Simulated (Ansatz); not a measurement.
Calculation for BAs (rocksalt type): DFT, LDA, all-electron LAPW, scalar-relativistic (Ansatz 0.2.0). This run: volume at 0.64 of the series' base cell.

The cell comes from a relaxation on PAW files under the same functional, begun from a prototype that needn't be the stable phase.

Command: `ansatz run input.yaml --threads 1 --pin off --max-ram 2048MiB --backend cpu --events-out ev --progress --plain --runs-dir out` It took 20 s on 1 thread of Arm Neoverse V1, on a shared host, peak memory 0.45 GiB.

```yaml
crystal:
  lattice:
    - [0.0, 1.9560384159, 1.9560384159]
    - [1.9560384159, 0.0, 1.9560384159]
    - [1.9560384159, 1.9560384159, 0.0]
  atoms:
    - { symbol: B, position: [0.0, 0.0, 0.0] }
    - { symbol: As, position: [0.5, 0.5, 0.5] }
kpoints:
  mp_grid: { grid: [17, 17, 17] }
scf:
  occupations: { method: fermi_dirac, width: 0.1 }
hamiltonian:
  xc: lda
  pseudopotentials: { kind: all_electron, lapw: { basis_error: 0.001 } }
output:
  forces: true
  stress: true
  eigenvalues: true
  populations: true
```

Output:

```
B: projections on atomic orbitals take those of the free atom 1s2 2s2 2p1, of charge +0.00 (hamiltonian.pseudopotentials.projection_atoms)
As: projections on atomic orbitals take those of the free atom 1s2 2s2 2p6 3s2 3p6 3d10 4s2 4p3, of charge +0.00 (hamiltonian.pseudopotentials.projection_atoms)
LAPW: plane waves up to 9.819 Å⁻¹, error target 1.0e-3 eV per atom; small_component_spin mean_spin; B in spheres of 0.810 Å, 5 of its electrons in bands, Dirac shells []; As in spheres of 1.146 Å, 23 of its electrons in bands, Dirac shells [] (how accurate: hamiltonian.pseudopotentials.lapw.basis_error, Limitations)
Engine: ansatz 0.2.0
Pseudopotentials: kind: all_electron
Pseudopotential: B, LAPW, valence charge 5, lapw/all_electron/scalar/gaussian/B, Koelling and Harmon's equation, gaussian nucleus
Pseudopotential: As, LAPW, valence charge 23, lapw/all_electron/scalar/gaussian/As, Koelling and Harmon's equation, gaussian nucleus
Functional definition: SPW92
  exchange = slater_x
  correlation = pw_c
Crystal: 2 atoms, lattice volume = 14.968 Å³
Basis set: ecut = 367.33154222154917 eV, 259 PW (Γ), exchange–correlation at level 2
Bands: 18, of which v1, the nominal top of the filled ones, is band 14 counted from 1 (13 counted from 0)
Symmetry: 48 space group operations
Space group: Fm-3m (ITA 225), of the structure as read, at distance tolerance 2.5e-5 Å
k-points: 165 of 4913
Non-local potential: B, projectors of the file, none
Non-local potential: As, projectors of the file, none
Initial density: superposition of atomic densities (chi_scale 0.1, normalization cell, long waves kept (reshape's long-wave potential 0.00 eV rms))
Initial wavefunctions: plane waves of lowest kinetic energy (no species holds an atomic orbital)
Functional: x = slater, c = lda
iter 1 solved again at ethr=8.16e-3 eV; its pass at ethr=1.00e-1 eV (dr2=2.28e0 eV) is discarded
SCF iter   1: F=—  HF=-62108.107920 eV  |F-HF|=—  |Δ(HF+E_count)|=         —  Δρ=1.24e-1  dr2=2.28e0  ethr=8.16e-3  ⟨swp⟩=2.0  Hψ=19717  notcnv=0
preconditioner: auto → none  [metal: Δε(μ)=0.049 eV  Ē_g=31.377 eV  σ=0.100 eV  W_gap=0.12  n_scr=8 (ndim 8)  ℏωp=40.7 eV  f_vac=0.000  D(μ)=0.59/eV (n_scr^D=0)  sad-step TF]
SCF iter   2: F=—  HF=-62107.261504 eV  |F-HF|=—  |Δ(HF+E_count)|=   8.46e-1  Δρ=5.82e-2  dr2=4.96e-1  ethr=8.16e-3  ⟨swp⟩=2.8  Hψ=8597  notcnv=0
iter 3 solved again at ethr=2.84e-5 eV; its pass at ethr=1.77e-3 eV (dr2=7.96e-3 eV) is discarded
SCF iter   3: F=—  HF=-62107.089092 eV  |F-HF|=—  |Δ(HF+E_count)|=   1.72e-1  Δρ=9.78e-3  dr2=7.96e-3  ethr=2.84e-5  ⟨swp⟩=2.0  Hψ=14771  notcnv=0
SCF iter   4: F=—  HF=-62107.087140 eV  |F-HF|=—  |Δ(HF+E_count)|=   1.95e-3  Δρ=3.61e-3  dr2=1.02e-3  ethr=2.84e-5  ⟨swp⟩=2.0  Hψ=7804  notcnv=0
SCF iter   5: F=—  HF=-62107.084239 eV  |F-HF|=—  |Δ(HF+E_count)|=   2.90e-3  Δρ=5.81e-4  dr2=2.32e-5  ethr=3.66e-6  ⟨swp⟩=2.2  Hψ=7849  notcnv=0
SCF iter   6: F=—  HF=-62107.084235 eV  |F-HF|=—  |Δ(HF+E_count)|=   3.91e-6  Δρ=3.92e-5  dr2=1.45e-7  ethr=8.27e-8  ⟨swp⟩=2.0  Hψ=7804  notcnv=0
SCF iter   7: F=-62107.084235 eV  HF=-62107.084235 eV  |F-HF|=5.42e-9  |Δ(HF+E_count)|=   1.36e-7  Δρ=7.87e-6  dr2=4.43e-9  ethr=5.18e-10  ⟨swp⟩=3.0  Hψ=8275  notcnv=0
SCF 1 converged in 7 iterations: F = -62107.084235 eV  dr2 = 4.43e-9
SCF converged after 7 iterations
Free energy (F): -62107.084235 eV
Harris-Foulkes:  -62107.084235 eV  (|F-HF|=5.42e-9)
Internal energy: -62107.064015 eV  (E = F + TS)
E sigma→0 (E₀):  -62107.074125 eV
Entropy (-TS):   -0.020220 eV (-10.110 meV/atom)
Fermi energy:    24.599762 eV
--- Per-component energies (eV) ---
  E_band       = -1250.503438
  E_kinetic    = 63494.644186
  E_xc         = -2313.982308
  E_electrostatic = -123287.725893  (all electrons and nuclei)
  E_smearing   = -0.020220  (= −TS)
  E_closure    = 0.000000  (closes the sum)
  E_atoms      = -62098.797274  (free atoms, spherical and without spin; not in F)
  Σ components = -62107.084235   (vs F -62107.084235, Δ=0.00e0)
  Basis errors (estimates in eV, not in F): energy 3.9e-4 per atom: plane waves 3.7e-4 (2.0e-4 summed), levels above the bands 2.3e-47, relativity 6.0e-9, radial functions 1.7e-5, core shells 2.6e-12; eigenvalues (radial functions only) 4.7e-6; not estimated: angular momenta, meshes, grids; target (lapw.basis_error) 1.0e-3; muffin-tin radii B 0.810 Å, As 1.146 Å
--- Forces (eV/Å), atoms counted from 1 ---
  atom   1  B     -0.00000000     0.00000000    -0.00000000
  atom   2  As     0.00000000     0.00000000     0.00000000
  max |Σ_I F_I| component: 2.96e-31 eV/Å
--- Stress (GPa, compression-positive) ---
      161.307110      -0.000000       0.000000
       -0.000000     161.307110       0.000000
        0.000000       0.000000     161.307110
  P = ⅓ Tr σ = 161.3071 GPa (1613.071 kbar)
--- Band table (eV; the first three rows and the last of 165) ---
  k-point 0: bands = ["-161.2260", "-146.5984", "-105.1577", "-105.1577", "-105.1577", "-12.8339", "-12.8339", "-12.8339", "-12.8235", "-12.8235", "2.3527", "24.1547", "24.1547", "24.1547", "33.8643", "33.8643", "33.8643", "36.0460"]
  k-point 1: bands = ["-161.2260", "-146.5984", "-105.1577", "-105.1577", "-105.1577", "-12.8338", "-12.8323", "-12.8323", "-12.8238", "-12.8238", "2.4472", "23.5863", "24.1230", "24.1230", "33.4192", "34.0207", "34.0207", "35.3426"]
  k-point 2: bands = ["-161.2260", "-146.5984", "-105.1580", "-105.1577", "-105.1577", "-12.8335", "-12.8329", "-12.8329", "-12.8195", "-12.8195", "2.7305", "22.1149", "24.0466", "24.0466", "32.8721", "33.5278", "33.5278", "34.9869"]
  k-point 164: bands = ["-161.2257", "-146.5983", "-105.1594", "-105.1592", "-105.1586", "-12.8817", "-12.8152", "-12.8151", "-12.7982", "-12.7227", "11.9450", "13.8304", "14.1192", "15.5556", "29.1346", "32.2633", "33.9895", "35.6968"]
--- Löwdin populations: 2 sites ---
  site symbol       q [e]
     0      B      5.9123
     1     As     32.0209
  spilling = 0.001759 (of n_electrons = 38.000000)
```

populations.tsv:

```
# site	symbol	l	j	q
# orbitals = lowdin
# n_electrons = 38.000000
# spilling = 0.001759
# projection_atom_B: 1s2 2s2 2p1
# projection_atom_As: 1s2 2s2 2p6 3s2 3p6 3d10 4s2 4p3
0	B	0_1S	-	1.989155
0	B	0_2S	-	0.937885
0	B	1_2P	-	2.985232
1	As	0_1S	-	1.999973
1	As	0_2S	-	1.998688
1	As	0_3S	-	1.973490
1	As	0_4S	-	1.184129
1	As	1_2P	-	5.999956
1	As	1_3P	-	5.989847
1	As	1_4P	-	2.882410
1	As	2_3D	-	9.992405
```

Next run (volume at 0.55 of the series' base cell), as changes to the input before:

```diff
   lattice:
-    - [0.0, 1.9560384159, 1.9560384159]
-    - [1.9560384159, 0.0, 1.9560384159]
-    - [1.9560384159, 1.9560384159, 0.0]
+    - [0.0, 1.8596802768, 1.8596802768]
+    - [1.8596802768, 0.0, 1.8596802768]
+    - [1.8596802768, 1.8596802768, 0.0]
   atoms:
   mp_grid: { grid: [17, 17, 17] }
+  band_path:
+    path:
+      - [0.0, 0.0, 0.0]
+      - [0.5, 0.0, 0.5]
+      - [0.625, 0.25, 0.625]
+      - [0.375, 0.375, 0.75]
+      - [0.0, 0.0, 0.0]
+      - [0.5, 0.5, 0.5]
+      - [0.5, 0.25, 0.75]
+      - [0.5, 0.0, 0.5]
+    npoints: 8
 scf:
   populations: true
+  dos: { projected: true, de: 0.2, e_range: [-14, 8] }
```

Command: `ansatz run input.yaml --threads 1 --pin off --max-ram 2048MiB --backend cpu --events-out ev --progress --plain --runs-dir out` It took 24 s on 1 thread of Arm Neoverse V1 (shared host), peak memory 0.45 GiB.

Results part of the output:

```
SCF 1 converged in 7 iterations: F = -62104.206813 eV  dr2 = 2.69e-9
the search or the solves at the SCF's close seem to have found levels that the self-consistency loop had missed (the run counts 1). By its estimate they hold under 1e-12 electrons; where the run keeps them, the occupations were computed again with them
NSCF: frozen V_eff on 57 k-points
SCF converged after 7 iterations
Free energy (F): -62104.206813 eV
Harris-Foulkes:  -62104.206813 eV  (|F-HF|=3.50e-9)
Internal energy: -62104.189661 eV  (E = F + TS)
E sigma→0 (E₀):  -62104.198237 eV
Entropy (-TS):   -0.017152 eV (-8.576 meV/atom)
Fermi energy:    29.198851 eV
--- Per-component energies (eV) ---
  E_band       = -1144.331540
  E_kinetic    = 63516.016311
  E_xc         = -2318.782349
  E_electrostatic = -123301.423622  (all electrons and nuclei)
  E_smearing   = -0.017152  (= −TS)
  E_closure    = 0.000000  (closes the sum)
  E_atoms      = -62098.797274  (free atoms, spherical and without spin; not in F)
  Σ components = -62104.206813   (vs F -62104.206813, Δ=0.00e0)
  Basis errors (estimates in eV, not in F): energy 3.9e-4 per atom: plane waves 3.8e-4 (2.1e-4 summed), levels above the bands 4.0e-50, relativity 9.2e-9, radial functions 1.6e-5, core shells 1.2e-11; eigenvalues (radial functions only) 4.8e-6; not estimated: angular momenta, meshes, grids; target (lapw.basis_error) 1.0e-3; muffin-tin radii B 0.767 Å, As 1.093 Å
--- Forces (eV/Å), atoms counted from 1 ---
  atom   1  B     -0.00000000     0.00000000    -0.00000000
  atom   2  As     0.00000000    -0.00000000     0.00000000
  max |Σ_I F_I| component: 4.60e-31 eV/Å
--- Stress (GPa, compression-positive) ---
      289.196469      -0.000000      -0.000000
       -0.000000     289.196469       0.000000
       -0.000000       0.000000     289.196469
  P = ⅓ Tr σ = 289.1965 GPa (2891.965 kbar)
--- Band table (eV; the first three rows and the last of 165) ---
  k-point 0: bands = ["-157.3467", "-141.8201", "-101.2859", "-101.2859", "-101.2859", "-9.0320", "-9.0320", "-9.0320", "-9.0058", "-9.0058", "4.4272", "28.5234", "28.5234", "28.5234", "38.4971", "38.4971", "38.4971", "41.4213"]
  k-point 1: bands = ["-157.3467", "-141.8201", "-101.2861", "-101.2860", "-101.2860", "-9.0321", "-9.0292", "-9.0292", "-9.0066", "-9.0066", "4.5314", "27.9010", "28.4804", "28.4804", "37.9198", "38.6917", "38.6917", "41.2441"]
  k-point 2: bands = ["-157.3467", "-141.8201", "-101.2867", "-101.2861", "-101.2861", "-9.0324", "-9.0271", "-9.0271", "-9.0030", "-9.0030", "4.8445", "26.2783", "28.3750", "28.3750", "37.3265", "38.7281", "38.7281", "40.1707"]
  k-point 164: bands = ["-157.3460", "-141.8200", "-101.2899", "-101.2896", "-101.2882", "-9.1071", "-9.0067", "-8.9973", "-8.9771", "-8.8502", "15.2739", "16.9798", "17.0855", "19.1737", "34.4740", "38.1189", "38.6186", "40.6301"]
--- Löwdin populations: 2 sites ---
  site symbol       q [e]
     0      B      6.0589
     1     As     31.8681
  spilling = 0.001921 (of n_electrons = 38.000000)
```
